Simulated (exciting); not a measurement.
Two BSE runs for the O K edge of BaO, space group Fm-3m. Run A: exciting, all-electron LAPW+lo, LDA, exchange and screened direct term (singlet BSE), 5×5×5 shifted k points, 29 conduction bands, |G+q| up to 3 bohr⁻¹, full RPA screening with nempty = 50, Lorentzian half width 0.45 eV. Run B differs in one setting: k mesh, kernel cutoff, basis, band set, screening or width.

Energy from the Kohn–Sham onset, core level to the lowest empty state found on the meshes used; one zero for both, scaled to A's maximum:

| E (eV) | A | B |
| --- | --- | --- |
| -5.0 | 0.01 | 0.00 |
| -4.5 | 0.02 | 0.00 |
| -4.0 | 0.02 | 0.00 |
| -3.5 | 0.02 | 0.01 |
| -3.0 | 0.03 | 0.01 |
| -2.5 | 0.04 | 0.01 |
| -2.0 | 0.05 | 0.01 |
| -1.5 | 0.06 | 0.02 |
| -1.0 | 0.10 | 0.02 |
| -0.5 | 0.17 | 0.05 |
| 0.0 | 0.34 | 0.24 |
| 0.5 | 0.64 | 0.63 |
| 1.0 | 0.95 | 1.26 |
| 1.5 | 0.96 | 1.20 |
| 2.0 | 0.74 | 0.83 |
| 2.5 | 0.59 | 0.47 |
| 3.0 | 0.61 | 0.69 |
| 3.5 | 0.59 | 0.63 |
| 4.0 | 0.58 | 0.50 |
| 4.5 | 0.72 | 0.85 |
| 5.0 | 0.69 | 0.65 |
| 5.5 | 0.63 | 0.61 |
| 6.0 | 0.66 | 0.87 |
| 6.5 | 0.53 | 0.51 |
| 7.0 | 0.38 | 0.28 |
| 7.5 | 0.39 | 0.52 |
| 8.0 | 0.32 | 0.30 |
| 8.5 | 0.22 | 0.17 |
| 9.0 | 0.18 | 0.12 |
| 9.5 | 0.17 | 0.16 |
| 10.0 | 0.18 | 0.16 |
| 10.5 | 0.19 | 0.14 |
| 11.0 | 0.19 | 0.16 |
| 11.5 | 0.17 | 0.21 |
| 12.0 | 0.14 | 0.13 |
| 12.5 | 0.13 | 0.08 |
| 13.0 | 0.14 | 0.13 |
| 13.5 | 0.17 | 0.16 |
| 14.0 | 0.19 | 0.25 |
| 14.5 | 0.15 | 0.13 |
| 15.0 | 0.13 | 0.09 |
| 15.5 | 0.14 | 0.08 |
| 16.0 | 0.20 | 0.17 |
| 16.5 | 0.30 | 0.30 |
| 17.0 | 0.41 | 0.53 |
| 17.5 | 0.45 | 0.50 |
| 18.0 | 0.46 | 0.54 |
| 18.5 | 0.42 | 0.49 |
| 19.0 | 0.37 | 0.40 |
| 19.5 | 0.29 | 0.30 |
| 20.0 | 0.21 | 0.18 |
| 20.5 | 0.15 | 0.11 |
| 21.0 | 0.12 | 0.08 |
| 21.5 | 0.11 | 0.09 |
| 22.0 | 0.12 | 0.11 |
| 22.5 | 0.12 | 0.11 |
| 23.0 | 0.12 | 0.09 |
| 23.5 | 0.13 | 0.11 |
| 24.0 | 0.15 | 0.13 |
| 24.5 | 0.20 | 0.25 |
| 25.0 | 0.20 | 0.19 |
| 25.5 | 0.21 | 0.26 |
| 26.0 | 0.19 | 0.19 |
| 26.5 | 0.17 | 0.17 |

The database entry behind the starting cell differs from later determinations by our own check (about 0.7 % short), so it need not match the best structure at ambient conditions.

Question: Which is the likeliest?

The half width (eV) from 0.45 to 0.11. Against run A the r.m.s. difference is 26 %. The highest maximum lies at 1.3 eV (1.49), against 1.2 eV (1.00). Only the width of each line changes; the area stays. A table step wider than the lines misses their tops. Other settings could leave a like mark; this is the change that was made.

[Hosts, paths, dates, database ids (printed as entryN), source tags and the programs' standing remarks are cut or masked in the printed files.]
